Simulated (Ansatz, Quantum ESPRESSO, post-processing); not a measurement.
# Band line-up of the AlAs/MgS(110) superlattice, 5 + 5 layers, a = 5.601 Å, part 6 of 7

Wanted: the band alignment of the AlAs/MgS(110) superlattice, 5 + 5 layers, a = 5.601 Å.

Quantum ESPRESSO 7.5; plane-wave DFT, LDA, GBRV ultrasoft pseudopotentials; cross-check by Ansatz 0.2.0 with PAW datasets.

So far. Step 3 (Self-consistent run of bulk AlAs): The run needed 7 iterations to bring the estimated error under 1e-07 Ry. Step 11 (Ground state of the superlattice): The run needed 20 iterations to bring the estimated error under 1e-07 Ry; the largest force on any atom, held or free, is 0.77 eV/Å.

## 13. Planar and running averages of the superlattice

Contents of ab.avg.in:

```
1
ab.pot.dat
1.0
200
3
7.4842699191
```

Command:

```
$ OMP_NUM_THREADS=1 average.x < ab.avg.in > ab.avg.out
```

Numbers of over 12 decimals in the logs are rounded to 6 here.

Output:

```text
[banner, memory and clock lines left out]
Program AVERAGE v.7.5 starts

          URL

     Reading header from file  ab.pot.dat
     Reading data from file  ab.pot.dat
     Output written to file avg.dat

[...]
```

Wall time 1.1 s (1 MPI rank of Intel Xeon Platinum 8223CL at 3.00GHz (Skylake/Cascade Lake), shared host); peak memory 0.12 GiB.

Numbers from this step:

* average.x's running mean in the AlAs layers, on the run's own zero: 7.903 eV
* slope of the running mean in the AlAs layers: 1.53e-4 eV/Å
* mean potential by an exact Fourier window in the AlAs layers, on the run's own zero: 7.903 eV
* average.x's running mean in the MgS layers, on the run's own zero: 1.583 eV
* slope of the running mean in the MgS layers: 6.10e-5 eV/Å
* mean potential by an exact Fourier window in the MgS layers, on the run's own zero: 1.583 eV

Electrostatic potential energy of an electron; zero at the Fermi level; window 3.9605 Å. The potential energy, running mean by z:

z (Å), potential energy, running mean (eV) and a bar from the least value:
```
      0.0       0.83 #######################
      0.5       2.39 ##############################
      1.0       2.41 ##############################
      1.5       2.40 ##############################
      2.0       2.40 ##############################
      2.5       2.40 ##############################
      3.0       2.40 ##############################
      3.5       2.39 ##############################
      4.0       2.39 ##############################
      4.5       2.39 ##############################
      5.0       2.40 ##############################
      5.5       2.40 ##############################
      6.0       2.40 ##############################
      6.5       2.40 ##############################
      7.0       2.41 ##############################
      7.5       2.29 #############################
      8.0       0.47 #####################
      8.5      -0.78 ###############
      9.0      -0.75 ###############
      9.5      -0.91 ##############
     10.0      -2.79 #####
     10.5      -3.96 
     11.0      -3.92 
     11.5      -3.92 
     12.0      -3.93 
     12.5      -3.93 
     13.0      -3.92 
     13.5      -3.92 
     14.0      -3.91 
     14.5      -3.92 
     15.0      -3.93 
     15.5      -3.93 
     16.0      -3.92 
     16.5      -3.92 
     17.0      -3.94 
     17.5      -3.60 ##
     18.0      -1.57 ###########
     18.5      -0.72 ###############
     19.0      -0.78 ###############
     19.5      -0.38 #################
```

## 14. Projections on atomic orbitals

Projections on atomic orbitals tell which layers and orbitals hold the states near the zero of energy.

Contents of pdos.in:

```
&projwfc
  prefix = 'ab'
  outdir = './out'
  filpdos = 'pdos'
  Emin = 2.505
  Emax = 9.505
  DeltaE = 0.05
  ngauss = 0
  degauss = 0.006
/
```

Command:

```
$ OMP_NUM_THREADS=1 mpirun -n 4 projwfc.x -in pdos.in > pdos.out
```

Output:

```text
[banner, memory and clock lines left out]
Program PROJWFC v.7.5 starts

          URL

     ./out/ab.save/

     IMPORTANT: XC functional enforced from input :
     Exchange-correlation= PZ
                           (   1   1   0   0   0   0   0)
     Any further DFT definition will be discarded
     Please, verify this is what you really want

     negative rho (up, down):  1.132E-06 0.000E+00

     Gaussian broadening (read from input): ngauss,degauss=   0    0.006000

     Calling projwave ....
     one sub-group per band group will be used

     linear algebra parallelized on   4 procs

  Problem Sizes
  natomwfc =           85
  nx       =           43
  nbnd     =           72
  nkstot   =           20
  npwx     =         3225
  nkb      =          320

     Atomic states used for projection
     (read from pseudopotential files):

     state #   1: atom   1 (Al ), wfc  1 (l=0 m= 1)
     state #   2: atom   1 (Al ), wfc  2 (l=1 m= 1)
     state #   3: atom   1 (Al ), wfc  2 (l=1 m= 2)
     state #   4: atom   1 (Al ), wfc  2 (l=1 m= 3)
     state #   5: atom   2 (As ), wfc  1 (l=0 m= 1)
     state #   6: atom   2 (As ), wfc  2 (l=1 m= 1)
     state #   7: atom   2 (As ), wfc  2 (l=1 m= 2)
     state #   8: atom   2 (As ), wfc  2 (l=1 m= 3)
     state #   9: atom   3 (Al ), wfc  1 (l=0 m= 1)
     state #  10: atom   3 (Al ), wfc  2 (l=1 m= 1)
     state #  11: atom   3 (Al ), wfc  2 (l=1 m= 2)
     state #  12: atom   3 (Al ), wfc  2 (l=1 m= 3)
     state #  13: atom   4 (As ), wfc  1 (l=0 m= 1)
     state #  14: atom   4 (As ), wfc  2 (l=1 m= 1)
     state #  15: atom   4 (As ), wfc  2 (l=1 m= 2)
     state #  16: atom   4 (As ), wfc  2 (l=1 m= 3)
     state #  17: atom   5 (Al ), wfc  1 (l=0 m= 1)
     state #  18: atom   5 (Al ), wfc  2 (l=1 m= 1)
     state #  19: atom   5 (Al ), wfc  2 (l=1 m= 2)
     state #  20: atom   5 (Al ), wfc  2 (l=1 m= 3)
     state #  21: atom   6 (As ), wfc  1 (l=0 m= 1)
     state #  22: atom   6 (As ), wfc  2 (l=1 m= 1)
     state #  23: atom   6 (As ), wfc  2 (l=1 m= 2)
     state #  24: atom   6 (As ), wfc  2 (l=1 m= 3)
     state #  25: atom   7 (Al ), wfc  1 (l=0 m= 1)
     state #  26: atom   7 (Al ), wfc  2 (l=1 m= 1)
     state #  27: atom   7 (Al ), wfc  2 (l=1 m= 2)
     state #  28: atom   7 (Al ), wfc  2 (l=1 m= 3)
     state #  29: atom   8 (As ), wfc  1 (l=0 m= 1)
     state #  30: atom   8 (As ), wfc  2 (l=1 m= 1)
     state #  31: atom   8 (As ), wfc  2 (l=1 m= 2)
     state #  32: atom   8 (As ), wfc  2 (l=1 m= 3)
     state #  33: atom   9 (Al ), wfc  1 (l=0 m= 1)
     state #  34: atom   9 (Al ), wfc  2 (l=1 m= 1)
     state #  35: atom   9 (Al ), wfc  2 (l=1 m= 2)
     state #  36: atom   9 (Al ), wfc  2 (l=1 m= 3)
     state #  37: atom  10 (As ), wfc  1 (l=0 m= 1)
     state #  38: atom  10 (As ), wfc  2 (l=1 m= 1)
     state #  39: atom  10 (As ), wfc  2 (l=1 m= 2)
     state #  40: atom  10 (As ), wfc  2 (l=1 m= 3)
     state #  41: atom  11 (Mg ), wfc  1 (l=0 m= 1)
     state #  42: atom  11 (Mg ), wfc  2 (l=1 m= 1)
     state #  43: atom  11 (Mg ), wfc  2 (l=1 m= 2)
     state #  44: atom  11 (Mg ), wfc  2 (l=1 m= 3)
     state #  45: atom  11 (Mg ), wfc  3 (l=0 m= 1)
     state #  46: atom  12 (S  ), wfc  1 (l=0 m= 1)
     state #  47: atom  12 (S  ), wfc  2 (l=1 m= 1)
     state #  48: atom  12 (S  ), wfc  2 (l=1 m= 2)
     state #  49: atom  12 (S  ), wfc  2 (l=1 m= 3)
     state #  50: atom  13 (Mg ), wfc  1 (l=0 m= 1)
     state #  51: atom  13 (Mg ), wfc  2 (l=1 m= 1)
     state #  52: atom  13 (Mg ), wfc  2 (l=1 m= 2)
     state #  53: atom  13 (Mg ), wfc  2 (l=1 m= 3)
     state #  54: atom  13 (Mg ), wfc  3 (l=0 m= 1)
     state #  55: atom  14 (S  ), wfc  1 (l=0 m= 1)
     state #  56: atom  14 (S  ), wfc  2 (l=1 m= 1)
     state #  57: atom  14 (S  ), wfc  2 (l=1 m= 2)
     state #  58: atom  14 (S  ), wfc  2 (l=1 m= 3)
     state #  59: atom  15 (Mg ), wfc  1 (l=0 m= 1)
     state #  60: atom  15 (Mg ), wfc  2 (l=1 m= 1)
     state #  61: atom  15 (Mg ), wfc  2 (l=1 m= 2)
     state #  62: atom  15 (Mg ), wfc  2 (l=1 m= 3)
     state #  63: atom  15 (Mg ), wfc  3 (l=0 m= 1)
     state #  64: atom  16 (S  ), wfc  1 (l=0 m= 1)
     state #  65: atom  16 (S  ), wfc  2 (l=1 m= 1)
     state #  66: atom  16 (S  ), wfc  2 (l=1 m= 2)
     state #  67: atom  16 (S  ), wfc  2 (l=1 m= 3)
     state #  68: atom  17 (Mg ), wfc  1 (l=0 m= 1)
     state #  69: atom  17 (Mg ), wfc  2 (l=1 m= 1)
     state #  70: atom  17 (Mg ), wfc  2 (l=1 m= 2)
     state #  71: atom  17 (Mg ), wfc  2 (l=1 m= 3)
     state #  72: atom  17 (Mg ), wfc  3 (l=0 m= 1)
     state #  73: atom  18 (S  ), wfc  1 (l=0 m= 1)
     state #  74: atom  18 (S  ), wfc  2 (l=1 m= 1)
     state #  75: atom  18 (S  ), wfc  2 (l=1 m= 2)
     state #  76: atom  18 (S  ), wfc  2 (l=1 m= 3)
     state #  77: atom  19 (Mg ), wfc  1 (l=0 m= 1)
     state #  78: atom  19 (Mg ), wfc  2 (l=1 m= 1)
     state #  79: atom  19 (Mg ), wfc  2 (l=1 m= 2)
     state #  80: atom  19 (Mg ), wfc  2 (l=1 m= 3)
     state #  81: atom  19 (Mg ), wfc  3 (l=0 m= 1)
     state #  82: atom  20 (S  ), wfc  1 (l=0 m= 1)
     state #  83: atom  20 (S  ), wfc  2 (l=1 m= 1)
     state #  84: atom  20 (S  ), wfc  2 (l=1 m= 2)
     state #  85: atom  20 (S  ), wfc  2 (l=1 m= 3)

[... projections of each state ...]
Lowdin Charges:

     Atom #   1: total charge =   2.6373, s =  0.8930,
     Atom #   1: total charge =   2.6373, p =  1.7443, pz=  0.5491, px=  0.5795, py=  0.6157,
     Atom #   2: total charge =   5.6200, s =  1.4855,
     Atom #   2: total charge =   5.6200, p =  4.1345, pz=  1.4695, px=  1.3730, py=  1.2920,
     Atom #   3: total charge =   2.6680, s =  0.8761,
     Atom #   3: total charge =   2.6680, p =  1.7919, pz=  0.6009, px=  0.5956, py=  0.5954,
     Atom #   4: total charge =   5.2938, s =  1.4140,
     Atom #   4: total charge =   5.2938, p =  3.8797, pz=  1.2907, px=  1.2960, py=  1.2930,
     Atom #   5: total charge =   2.6576, s =  0.8771,
     Atom #   5: total charge =   2.6576, p =  1.7805, pz=  0.5910, px=  0.5899, py=  0.5995,
     Atom #   6: total charge =   5.2917, s =  1.4124,
     Atom #   6: total charge =   5.2917, p =  3.8793, pz=  1.3010, px=  1.2903, py=  1.2880,
     Atom #   7: total charge =   2.6680, s =  0.8761,
     Atom #   7: total charge =   2.6680, p =  1.7919, pz=  0.6009, px=  0.5956, py=  0.5954,
     Atom #   8: total charge =   5.2938, s =  1.4140,
     Atom #   8: total charge =   5.2938, p =  3.8798, pz=  1.2907, px=  1.2960, py=  1.2930,
     Atom #   9: total charge =   2.6373, s =  0.8930,
     Atom #   9: total charge =   2.6373, p =  1.7443, pz=  0.5491, px=  0.5795, py=  0.6157,
     Atom #  10: total charge =   5.6200, s =  1.4855,
     Atom #  10: total charge =   5.6200, p =  4.1345, pz=  1.4695, px=  1.3730, py=  1.2920,
     Atom #  11: total charge =   8.6025, s =  2.6034,
     Atom #  11: total charge =   8.6025, p =  5.9992, pz=  1.9997, px=  1.9997, py=  1.9998,
     Atom #  12: total charge =   6.9493, s =  1.7634,
     Atom #  12: total charge =   6.9493, p =  5.1859, pz=  1.6647, px=  1.7303, py=  1.7910,
     Atom #  13: total charge =   8.6010, s =  2.6014,
     Atom #  13: total charge =   8.6010, p =  5.9996, pz=  1.9999, px=  1.9999, py=  1.9999,
     Atom #  14: total charge =   7.2580, s =  1.8424,
     Atom #  14: total charge =   7.2580, p =  5.4156, pz=  1.8096, px=  1.8018, py=  1.8042,
     Atom #  15: total charge =   8.6065, s =  2.6068,
     Atom #  15: total charge =   8.6065, p =  5.9996, pz=  1.9999, px=  1.9999, py=  1.9999,
     Atom #  16: total charge =   7.2595, s =  1.8416,
     Atom #  16: total charge =   7.2595, p =  5.4179, pz=  1.8043, px=  1.8067, py=  1.8070,
     Atom #  17: total charge =   8.6010, s =  2.6014,
     Atom #  17: total charge =   8.6010, p =  5.9996, pz=  1.9999, px=  1.9999, py=  1.9999,
     Atom #  18: total charge =   7.2580, s =  1.8425,
     Atom #  18: total charge =   7.2580, p =  5.4156, pz=  1.8096, px=  1.8018, py=  1.8042,
     Atom #  19: total charge =   8.6025, s =  2.6034,
     Atom #  19: total charge =   8.6025, p =  5.9992, pz=  1.9997, px=  1.9997, py=  1.9998,
     Atom #  20: total charge =   6.9494, s =  1.7634,
     Atom #  20: total charge =   6.9494, p =  5.1860, pz=  1.6647, px=  1.7303, py=  1.7910,
     Spilling Parameter:   0.0077
```

The job ended after 4.4 s (4 MPI ranks; peak memory 0.44 GiB; 17 s of CPU time).

Numbers from this step:

- spilling of the projection: 0.0077

The density of states has structure finer than the step of the table below, so its rows give means over 0.2 eV, whole bins alone (the curve runs from -3 to 2.6 eV). Peaks (eV: height): -2.95: 21.7, -2.05: 15.4, -1.45: 10.4, 1.75: 9.12.

Gaussian width 0.006 Ry; cut where the computed bands begin to run out. Table of density of states by energy, zero at the Fermi level; means over each step:

```tsv
energy (eV)	density of states (states/eV a cell)
-2.8	16.3
-2.6	13.6
-2.4	9.46
-2.2	8.72
-2.0	12.8
-1.8	7.14
-1.6	6.28
-1.4	8.62
-1.2	5.69
-1.0	3.09
-0.8	0.594
-0.6	0.141
-0.4	4.7e-4
-0.2	0
0.0	0
0.2	0
0.4	0
0.6	0.00408
0.8	0.252
1.0	0.855
1.2	1.80
1.4	3.66
1.6	3.63
1.8	7.82
2.0	6.44
2.2	9.90
2.4	12.1
```

Projected DOS an atom over height of the atomic layer and energy from the Fermi level. Columns are the atomic layers from the bottom up.

Values in states/eV, 22 rows by 10 columns, each cell a mean:
```
0.81 0.66 0.62 0.66 0.81 0.17 0.15 0.20 0.15 0.17
0.67 0.64 0.59 0.64 0.67 0.15 0.10 0.12 0.10 0.15
0.48 0.43 0.42 0.43 0.48 0.10 0.07 0.06 0.07 0.10
0.47 0.30 0.33 0.30 0.47 0.12 0.07 0.06 0.07 0.12
0.26 0.23 0.26 0.23 0.26 0.04 0.02 0.02 0.02 0.04
0.13 0.11 0.13 0.11 0.13 0.02 0.01 0.01 0.01 0.02
0.05 0.05 0.06 0.05 0.05 0.01 0.00 0.00 0.00 0.01
0.01 0.01 0.01 0.01 0.01 0.00 0.00 0.00 0.00 0.00
0.00 0.00 0.00 0.00 0.00 0.00 0.00 0.00 0.00 0.00
0.00 0.00 0.00 0.00 0.00 0.00 0.00 0.00 0.00 0.00
0.00 0.00 0.00 0.00 0.00 0.00 0.00 0.00 0.00 0.00
0.00 0.00 0.00 0.00 0.00 0.00 0.00 0.00 0.00 0.00
0.01 0.01 0.02 0.01 0.01 0.00 0.00 0.00 0.00 0.00
0.07 0.11 0.12 0.11 0.07 0.01 0.00 0.00 0.00 0.01
0.42 0.41 0.45 0.41 0.42 0.08 0.03 0.01 0.03 0.08
0.84 0.51 0.77 0.51 0.84 0.10 0.06 0.01 0.06 0.10
0.63 0.54 0.61 0.54 0.63 0.08 0.03 0.00 0.03 0.08
0.89 0.70 0.62 0.70 0.89 0.15 0.08 0.02 0.08 0.15
1.16 0.92 0.73 0.92 1.16 0.22 0.07 0.04 0.07 0.22
0.77 0.78 0.49 0.78 0.77 0.24 0.19 0.15 0.19 0.23
0.69 0.89 1.05 0.89 0.69 0.43 0.65 0.62 0.65 0.43
0.64 0.65 0.67 0.65 0.64 0.75 1.41 1.72 1.41 0.75
```
Columns: height of the atomic layer (Å) from 0 to 17.8; rows upwards: energy from the Fermi level (eV) from -3 to 2.6.

Löwdin valence electrons by atom:

```tsv
atom	Löwdin valence electrons (e)
Al1	2.64
As2	5.62
Al3	2.67
As4	5.29
Al5	2.66
As6	5.29
Al7	2.67
As8	5.29
Al9	2.64
As10	5.62
Mg11	8.60
S12	6.95
Mg13	8.60
S14	7.26
Mg15	8.61
S16	7.26
Mg17	8.60
S18	7.26
Mg19	8.60
S20	6.95
```

The atomic orbitals miss 0.8 % of the occupied states; for empty states the projections can miss much more.

## 15. The line-up

Each edge is taken over its own crystal's mean potential and then placed on the mean potential of those layers in the superlattice:

```tsv
crystal	valence top − mean (eV)	conduction bottom − mean (eV)	mean in the superlattice (eV)
AlAs	-3.000	-1.722	7.903
MgS	1.510	4.854	1.583
```

Valence offset = (1.510 + 1.583) − (-3.000 + 7.903) = -1.810 eV; conduction offset = 0.256 eV.

## 16. Cross-check with Ansatz of bulk AlAs

As a check, the same structure is run in Ansatz.

Level of this step: plane-wave DFT, LDA, Ansatz PAW (Ansatz 0.2.0).

Contents of input.yaml:

```yaml
crystal:
  lattice:
    - [5.601, 0.0, 0.0]
    - [0.0, 3.9605050814, 0.0]
    - [0.0, 0.0, 3.9605050814]
  atoms:
    - { symbol: Al, position: [0.0, 0.0, 0.0] }
    - { symbol: As, position: [0.25, 0.5, 0.0] }
    - { symbol: Al, position: [0.5, 0.5, 0.5] }
    - { symbol: As, position: [0.75, 0.0, 0.5] }
kpoints:
  mp_grid: { grid: [6, 8, 8] }
hamiltonian:
  xc: lda
scf:
  occupations: { method: fermi_dirac, width: 0.02 }
  convergence: { dr2_threshold: 1.0e-08 }
output:
  eigenvalues: true
checkpoint:
  write: az.a.run
  compress: false
  write_wavefunctions: false
```

Command:

```
$ ansatz run input.yaml --threads 4 --pin off --max-ram 8192MiB --backend cpu --events-out ev --progress --plain --runs-dir out
```

Output:

```text
[...]
Crystal: 4 atoms, lattice volume = 87.855 Å³
Basis set: ecut = 420 eV, 1715 PW (Γ)
Bands: 22, of which v1, the nominal top of the filled ones, is band 18 counted from 1 (17 counted from 0)
Symmetry: 16 space group operations
[...]
k-points: 60 of 384 (time reversal used)
[...]
SCF iter   1: F=—  HF=-10574.979964 eV  |F-HF|=—  |Δ(HF+E_count)|=         —  Δρ=3.99e-3  dr2=7.17e-3  ethr=1.77e-3  ⟨swp⟩=6.5  Hψ=6544  notcnv=0
[...]
SCF iter   7: F=-10574.977569 eV  HF=-10574.977569 eV  |F-HF|=3.33e-10  |Δ(HF+E_count)|=   7.25e-9  Δρ=1.24e-6  dr2=1.85e-9  ethr=2.78e-11  ⟨swp⟩=2.4  Hψ=2749  notcnv=0
SCF 1 converged in 7 iterations: F = -10574.977569 eV  dr2 = 1.85e-9
[...]
SCF converged after 7 iterations
Free energy (F): -10574.977569 eV
[...]
Internal energy: -10574.977569 eV  (E = F + TS)
E sigma→0 (E₀):  -10574.977569 eV
Fermi energy:    7.124473 eV
[...]
--- Band table (eV; the first three rows and the last of 60) ---
  k-point 0: bands = [... 14 lower, 4.2356, 6.4726, 6.4727, 6.4727, 7.7713, 8.5743, 8.6886, 10.7963]
  k-point 1: bands = [... 14 lower, 4.3343, 5.4574, 6.1657, 6.4414, 8.1480, 9.3202, 9.4451, 10.7734]
  k-point 2: bands = [... 14 lower, 3.9726, 4.6190, 5.3766, 6.3088, 8.6130, 9.9848, 10.9332, 11.1958]
  k-point 59: bands = [... 14 lower, 3.1618, 3.1618, 3.5377, 3.5377, 10.7406, 10.7406, 12.2114, 12.2114]
```

It took 2.1 s on 4 threads; peak memory 0.41 GiB; 7.3 s of CPU time.

This step gave:

```
free energy         : -10574.9776 eV
Fermi energy        : 7.124 eV
gap by band count   : 1.299 eV
symmetry operations : 16
```

## 17. Cross-check with Ansatz of bulk MgS

input.yaml, the sections that differ from step 16:

```yaml
crystal:
  lattice:
    - [5.601, 0.0, 0.0]
    - [0.0, 3.9605050814, 0.0]
    - [0.0, 0.0, 3.9605050814]
  atoms:
    - { symbol: Mg, position: [0.0, 0.0, 0.0] }
    - { symbol: S, position: [0.25, 0.5, 0.0] }
    - { symbol: Mg, position: [0.5, 0.5, 0.5] }
    - { symbol: S, position: [0.75, 0.0, 0.5] }
checkpoint:
  write: az.b.run
  compress: false
  write_wavefunctions: false
# kpoints, hamiltonian, scf, output: as in step 16
```

Output:

```text
[...]
Crystal: 4 atoms, lattice volume = 87.855 Å³
Basis set: ecut = 420 eV, 1715 PW (Γ)
Bands: 20, of which v1, the nominal top of the filled ones, is band 16 counted from 1 (15 counted from 0)
Symmetry: 16 space group operations
[...]
k-points: 60 of 384 (time reversal used)
[...]
SCF iter   1: F=—  HF=-5548.025244 eV  |F-HF|=—  |Δ(HF+E_count)|=         —  Δρ=6.14e-3  dr2=2.40e-2  ethr=1.77e-3  ⟨swp⟩=6.3  Hψ=6198  notcnv=0
[...]
SCF iter   7: F=-5548.009542 eV  HF=-5548.009542 eV  |F-HF|=1.30e-9  |Δ(HF+E_count)|=   3.08e-9  Δρ=1.55e-6  dr2=2.02e-9  ethr=3.13e-11  ⟨swp⟩=3.0  Hψ=2771  notcnv=0
SCF 1 converged in 7 iterations: F = -5548.009542 eV  dr2 = 2.02e-9
[...]
SCF converged after 7 iterations
Free energy (F): -5548.009542 eV
[...]
Internal energy: -5548.009542 eV  (E = F + TS)
E sigma→0 (E₀):  -5548.009542 eV
Fermi energy:    4.884559 eV
[...]
--- Band table (eV; the first three rows and the last of 60) ---
  k-point 0: bands = [... 12 lower, 2.1003, 3.1925, 3.1925, 3.1925, 6.5383, 6.8230, 8.6531, 11.0139]
  k-point 1: bands = [... 12 lower, 2.1616, 2.7050, 3.0863, 3.1835, 7.0458, 7.1604, 9.0541, 10.8339]
  k-point 2: bands = [... 12 lower, 1.8113, 2.3327, 2.7701, 3.1399, 7.8091, 8.0055, 10.0593, 10.5618]
  k-point 59: bands = [... 12 lower, 1.2292, 1.2292, 1.7691, 1.7691, 8.5538, 8.5538, 11.1114, 11.1114]
```

Elapsed: 1.8 s, on 4 threads; peak memory 0.45 GiB.

Numbers from this step:

```
free energy       : -5548.0095 eV
Fermi energy      : 4.885 eV
gap by band count : 3.346 eV
```

## 18. Offsets by Ansatz's align-bands

Level of this step: band offsets by ansatz align-bands; plane-wave DFT, LDA, Ansatz PAW (Ansatz 0.2.0).

Contents of align.yaml:

```yaml
offset:
  left:
    bulk: { run: az.a.run }
    window: [1.980252540713, 5.940757622139]
    period: 3.960505081426
  right:
    bulk: { run: az.b.run }
    window: [11.88151524428, 15.8420203257]
    period: 3.960505081426
  interface: { run: relax.run, axis: 3 }
```

Command:

```
$ ansatz align-bands align.yaml -- --threads 4 --pin off
```

Output:

```text
valence offset -1.794 eV, conduction offset +0.253 eV (right less left)
  left: levels by lda on the potential of lda; from 1.98 to 5.94 Å its average varies by 0.0115 eV and climbs by -0.0000; the bulk's density to 0.00 %
  right: levels by lda on the potential of lda; from 11.88 to 15.84 Å its average varies by 0.0143 eV and climbs by +0.0000; the bulk's density to 0.00 %
  line-up -1.4953 eV
```

The job ended after 16 s (4 threads).

Numbers from this step:

- valence offset: -1.794 eV
- conduction offset: 0.2531 eV
- step of the mean potential: -1.495 eV
- first crystal's valence top on the superlattice's zero: 5.727 eV
- first crystal's conduction bottom on that zero: 7.026 eV
- second crystal's valence top on the superlattice's zero: 3.933 eV
- second crystal's conduction bottom on that zero: 7.279 eV

The step of the mean potential differs from pw.x's, since each set of potentials has its own local parts; only the offsets compare.

## 19. All levels side by side

All levels:

```tsv
level	valence offset (eV)	conduction offset (eV)	CPU time (s)
QE LDA GBRV ultrasoft	-1.81	0.2562	1390
Ansatz LDA PAW	-1.794	0.2531	101.6
```

The times are CPU seconds on a shared host, for the superlattice and both crystals; the codes use unlike cutoffs and datasets, and Ansatz's time holds its run of the superlattice.

(Part 6 of 7 ends here.)

[Logs are printed without paths, hosts, clocks, repeated set-up lines and the standing remarks that a program may print on its own settings, such as how far it seeks lower states.]

[Hosts, paths, dates, database ids (printed as entryN), source tags and the programs' standing remarks are cut or masked in the printed files.]

[Maps of the electrostatic potential energy from Ansatz leave out the sawtooth potential of an applied field or a dipole correction, so their vacuum need not be flat; planar profiles and work functions include it.]
